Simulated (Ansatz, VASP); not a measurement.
# CoO in VASP and in Ansatz

```
Co O
1.0
     1.60222    0.92504    2.56647
    -1.60222    0.92504    2.56647
     0.00000   -1.85008    2.56647
Co O
1 1
Direct
  0.99898 0.99898 0.99898
  0.75102 0.75102 0.75102
```

Measurements of this composition are mostly on another form, of space group No. 225.

Alike in both runs: functional PBEsol; k mesh 6 × 6 × 6; occupations fermi-dirac, width 0.05 eV; collinear spin.

|  | VASP | Ansatz |
| --- | --- | --- |
| version | VASP 6.6.1 | Ansatz 0.2.0 |
| potentials or method | VASP PAW PBE potentials, release 64 (Co, O) | Ansatz PAW |
| plane-wave cutoff (eV) | 520 | 420 |
| valence electrons in the cell | 15 | 23 |
| task | single point | projected density of states |

Ansatz gave:

```
gap on the k mesh at the Fermi level (eV)                     : none
pressure (GPa)                                                : -8.2
largest component of the traceless stress (GPa)               : 3.33
rms of the force components (eV/Å)                            : 0.122
net moment per atom (μB)                                      : 1.37
size of the moment on the site where the two differ most (μB) : 2.19
```

Question: What did VASP give for the same quantities?

Answer: gap on the k mesh at the Fermi level (eV): none; pressure (GPa): -8.5; largest component of the traceless stress (GPa): 3.35; rms of the force components (eV/Å): 0.124; net moment per atom (μB): 1.36; size of the moment on the site where the two differ most (μB): 2.35.

Site moments also hang on the region over which each program counts them. Atom by atom the forces differ by 0.002 eV/Å (rms over components). A gap of «none» marks a metal or a gap that the smearing closes. The two sets of potentials don't hold the same shells in valence.

Caveats: the k mesh is coarse (spacing up to 0.40 Å⁻¹), so the values aren't converged; a cell with one magnetic atom can't hold antiferromagnetic order, which such compounds often take; semilocal functionals often make such compounds metallic where correlation or magnetic order opens a gap, which also shifts bond lengths; the PAW data sets were made with another functional, which shifts forces and pressure a little (VASP); the pressure holds a Pulay correction of +0.7 GPa for the finite cutoff (Ansatz); the PAW data sets come from PBE, with cores solved anew for the run's functional, which leaves a small shift of forces and pressure (Ansatz); the density of states is complete only up to the lowest level of the last band computed (Ansatz).
